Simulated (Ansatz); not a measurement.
Write the native input for Ansatz 0.2.0 that does the following.

```
Task                : single point
Functional          : PBE
Potentials or basis : all-electron LAPW, scalar-relativistic
Cutoff              : 389 eV (chosen from the basis error)
Basis error allowed : 0.001 eV/atom
k mesh              : 10 × 10 × 10
Occupations         : fermi-dirac, width 0.05 eV
Spin                : no spin polarisation
```

TaN:

```xyz
2
Lattice="0.0000 2.2113 2.2113 2.2113 0.0000 2.2113 2.2113 2.2113 0.0000" Properties=species:S:1:pos:R:3 pbc="T T T"
Ta    2.2405    2.3053    2.2063
N     0.0022    0.0062   -0.0610
```

The cell comes from a database or a generator and needn't be the stable form of this composition.

The cell isn't the ideal one: atoms moved at random, drawn with an rms of 0.05 Å.

The input as run:

input.yaml

```yaml
crystal:
  lattice:
    - [0.0, 2.211323, 2.211323]
    - [2.211323, 0.0, 2.211323]
    - [2.211323, 2.211323, 0.0]
  atoms:
    - { symbol: Ta, position: [0.513526, 0.484213, 0.528979] }
    - { symbol: "N", position: [-0.012902, -0.014702, 0.015695] }
kpoints:
  mp_grid: { grid: [10, 10, 10] }
scf:
  occupations: { method: fermi_dirac, width: 0.05 }
hamiltonian:
  xc: pbe
  pseudopotentials: { kind: all_electron, lapw: { basis_error: 0.001 } }
output:
  forces: true
  stress: true
  eigenvalues: true
  populations: true
```

Potentials or basis: all-electron LAPW, scalar-relativistic.

Launch:

```sh
$ ansatz run input.yaml --threads 1 --pin off --max-ram 3072MiB --backend cpu --events-out ev --progress --plain --runs-dir out
```

Results of the run:

```yaml
Pressure: 0.6 GPa
Largest_force: 0.809 eV/Å
Band_gap_on_the_k_mesh: none (metal or under the smearing width)
Loewdin_charges: Ta +0.79; N -0.71 e
```

It took 2.6 min on 1 thread of Intel(R) Xeon(R) 6975P-C (Granite Rapids), on a shared host, peak memory 1.1 GiB.
